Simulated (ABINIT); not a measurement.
Write the native input for ABINIT 10.8.3 (patched build) that does the following.

| Property | Result |
| --- | --- |
| Task | relaxation of cell and atoms |
| Functional | PBEsol |
| Potentials or basis | JTH PAW PBE v2.0 |
| Cutoff | 599 eV |
| k mesh | 11 × 11 × 6 |
| Occupations | fermi-dirac, width 0.05 eV |
| Spin | no spin polarisation |
| Cell freedom (optcell) | 2 |
| Cutoff smearing ecutsm (Ha) | 0.5 |
| Optimiser (ionmov) | 2 |
| Force stop (Ha/bohr) | 5e-05 |
| Fine-grid cutoff | 1197.3 eV |

Crystal: Pd.

```xyz
2
Lattice="2.7837 0.0000 0.0000 -1.3918 2.4107 0.0000 0.0000 0.0000 4.6289" Properties=species:S:1:pos:R:3 pbc="T T T"
Pd    0.0000    1.6071    1.1572
Pd    1.3918    0.8036    3.4717
```

This isn't the form of Pd at room conditions, which is fcc.

One way to write it, as run:

run.abi

```
pp_dirpath "./"
pseudos "Pd.GGA_PBE-JTH.xml"

acell 5.2603645593 5.2603645593 8.7473400302
rprim
     1.0000000000     0.0000000000     0.0000000000
    -0.5000000000     0.8660254038     0.0000000000
     0.0000000000     0.0000000000     1.0000000000
ntypat 1
znucl 46
natom 2
typat 1 1
xred
     0.3333333333     0.6666666667     0.2500000000
     0.6666666667     0.3333333333     0.7500000000
chkprim 0
chksymtnons 0
tolsym 1.0e-6

ecut 22.0
pawecutdg 44.0
pawxcdev 0
pawovlp -1

kptopt 1
ngkpt 11 11 6
nshiftk 1
shiftk 0.0 0.0 0.0

ixc -116133

nband 22
occopt 3
tsmear 0.05 eV

nstep 100
tolvrs 1.0e-9

iomode 3
prtwf 0
prtden 0
prteig 0
prtebands 0
enunit 2

ionmov 2
ntime 60
tolmxf 5.0e-5
optcell 2
dilatmx 1.08
ecutsm 0.5
```

Potentials or basis: JTH PAW PBE v2.0.

Command:

```bash
$ abinit run.abi > log 2>&1
```

It gave:

```
Relaxed volume                                        : 14.61 Å³/atom
Relaxed cell                                          : a = 2.725 Å, b = 2.725 Å, c = 4.544 Å, α = 90.00°, β = 90.00°, γ = 120.00°
Space group after relaxing (to 0.05 Å)                : P6_3/mmc (No. 194)
Energy gained by relaxing                             : 32.1 meV/atom
Ionic steps                                           : 8
Pressure after relaxing                               : 0.0 GPa
Band gap on the k mesh                                : none (metal or under the smearing width)
Valence electrons inside the program's atomic spheres : Pd 16.95 (radii [1.3291] Å)
```

Caveat: the PAW data sets were made with another functional, which shifts forces and pressure a little.

Wall time 6.2 min on 1 thread of Arm Neoverse V2, with other jobs on the host, peak memory 0.18 GiB.
